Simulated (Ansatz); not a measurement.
# Orbital-resolved density of states of TePb

```yaml
crystal:
  lattice:
    - [0.00000, 3.22700, 3.22700]
    - [3.22700, 0.00000, 3.22700]
    - [3.22700, 3.22700, 0.00000]
  atoms:
    - { symbol: Te, position: [0.50000, 0.50000, 0.50000] }
    - { symbol: Pb, position: [0.00000, 0.00000, 0.00000] }
```

Atom numbers follow the list: Te1, Pb2.

The cell is COD entry 9008696, as deposited and not checked against the literature; nothing was relaxed.

Spin–orbit coupling is left out, though it moves levels of the heavy atoms by tenths of an eV or more.

Theory: Ansatz 0.2.0, DFT, PBEsol, all-electron LAPW, scalar-relativistic.

The runs use a Γ-centred 10×10×10 k mesh, Fermi–Dirac smearing of 0.03 eV, basis error target 0.5 meV/atom, no spin polarisation.

States per eV for one atom of each kind, in 0.4 eV bins named by their centres, from the valence-band top, projected on a minimal set of Löwdin-orthogonalised atomic shells; orbitals are real harmonics on the Cartesian axes, equal curves share a column, and empty bins are left out, as is all above 5.5 eV, near the top of the computed bands.

Te1 5p:

```
# E all pz=px=py
-11.6 0.01 0.00
-11.2 0.02 0.01
-10.8 0.02 0.01
-10.4 0.01 0.00
-8.4 0.19 0.06
-8.0 0.30 0.10
-7.6 0.14 0.05
-7.2 0.07 0.02
-6.8 0.03 0.01
-6.4 0.01 0.00
-4.4 0.11 0.04
-4.0 0.32 0.11
-3.6 0.50 0.17
-3.2 0.68 0.23
-2.8 1.04 0.35
-2.4 1.17 0.39
-2.0 1.22 0.41
-1.6 1.38 0.46
-1.2 1.42 0.47
-0.8 1.32 0.44
-0.4 0.83 0.28
1.2 0.06 0.02
1.6 0.19 0.06
2.0 0.23 0.08
2.4 0.28 0.09
2.8 0.31 0.10
3.2 0.34 0.11
3.6 0.40 0.13
4.0 0.55 0.18
4.4 0.35 0.12
4.8 0.35 0.12
5.2 0.36 0.12
```

Pb2 6p:

```
# E all pz=px=py
-12.0 0.01 0.00
-11.6 0.07 0.02
-11.2 0.12 0.04
-10.8 0.24 0.08
-10.4 0.23 0.08
-8.4 0.01 0.00
-8.0 0.02 0.01
-7.6 0.01 0.00
-7.2 0.01 0.00
-4.4 0.09 0.03
-4.0 0.25 0.08
-3.6 0.36 0.12
-3.2 0.44 0.15
-2.8 0.60 0.20
-2.4 0.59 0.20
-2.0 0.52 0.17
-1.6 0.46 0.15
-1.2 0.31 0.10
-0.8 0.25 0.08
-0.4 0.11 0.04
0.8 0.02 0.01
1.2 0.43 0.14
1.6 1.41 0.47
2.0 1.13 0.38
2.4 0.92 0.31
2.8 0.82 0.27
3.2 0.78 0.26
3.6 0.83 0.28
4.0 1.02 0.34
4.4 0.57 0.19
4.8 0.56 0.19
5.2 0.58 0.19
```

Te1 5s:

```
# E all
-12.0 0.09
-11.6 0.29
-11.2 0.50
-10.8 1.10
-10.4 1.72
-8.4 0.03
-8.0 0.13
-7.6 0.17
-7.2 0.11
-6.8 0.07
-6.4 0.04
-6.0 0.02
-3.6 0.01
-3.2 0.01
-2.8 0.02
-2.4 0.02
-2.0 0.02
-1.6 0.03
-1.2 0.02
-0.8 0.02
-0.4 0.01
0.8 0.01
1.2 0.08
1.6 0.15
2.0 0.08
2.4 0.05
2.8 0.04
3.2 0.03
3.6 0.01
4.0 0.01
4.4 0.01
4.8 0.01
5.2 0.01
```

Pb2 6s:

```
# E all
-12.0 0.05
-11.6 0.11
-11.2 0.13
-10.8 0.13
-10.4 0.08
-8.4 0.70
-8.0 1.49
-7.6 0.81
-7.2 0.32
-6.8 0.16
-6.4 0.09
-6.0 0.04
-4.0 0.01
-3.6 0.02
-3.2 0.02
-2.8 0.03
-2.4 0.04
-2.0 0.05
-1.6 0.07
-1.2 0.09
-0.8 0.20
-0.4 0.17
1.2 0.01
1.6 0.02
2.0 0.02
2.4 0.02
2.8 0.02
3.2 0.02
3.6 0.01
4.0 0.01
4.4 0.01
4.8 0.01
```
